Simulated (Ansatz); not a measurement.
# SrO: do energies and stresses tell the same story?

The calculation used Ansatz, DFT PBE, scalar-relativistic, plane waves, PAW.

Settings: cutoff 420 eV, Γ-centred mesh 8×8×8 on the computed 2-atom cell, Gaussian smearing of 0.02 eV; no spin polarisation.

Relaxed cell: Fm-3m, a = 5.195 Å, b = 5.195 Å, c = 5.195 Å, α = 90.00°, β = 90.00°, γ = 90.00°, 2 atoms in the primitive cell.

Energies at zero smearing and pressures from the stress tensor, at volumes with shape and atoms relaxed:
| V (Å³/atom) | E − E(first) (meV/atom) | P (GPa) |
| --- | --- | --- |
| 15.420 | 0.00 | 14.42 |
| 15.946 | -39.64 | 9.87 |
| 16.471 | -65.53 | 6.03 |
| 16.997 | -79.85 | 2.77 |
| 17.523 | -84.24 | 0.01 |
| 18.048 | -80.36 | -2.33 |
| 18.574 | -69.40 | -4.31 |
| 19.275 | -45.51 | -6.50 |

**Question.** Check P = −dE/dV between neighbouring volumes, and get the bulk modulus from the pressures alone.

**Answer.** With 1 eV/Å³ = 160.2 GPa:
```tsv
middle V (Å³/atom)	−ΔE/ΔV (GPa)	mean P (GPa)
15.683	12.081	12.149
16.209	7.891	7.950
16.734	4.363	4.399
17.260	1.338	1.392
17.786	-1.183	-1.157
18.311	-3.339	-3.321
18.925	-5.461	-5.409
```

The two differ by 0.07 GPa at most. The mean of two end pressures misses the average over a step by about ΔV² P″/12, up to 0.06 GPa here; with that taken off 0.02 GPa remains. Around V = 17.523 Å³/atom, the two neighbours give B = −V ΔP/ΔV = 17.523 × 5.10 / 1.051 = 85.0 GPa, against B0 = 84.6 GPa from the Birch–Murnaghan fit of the energies.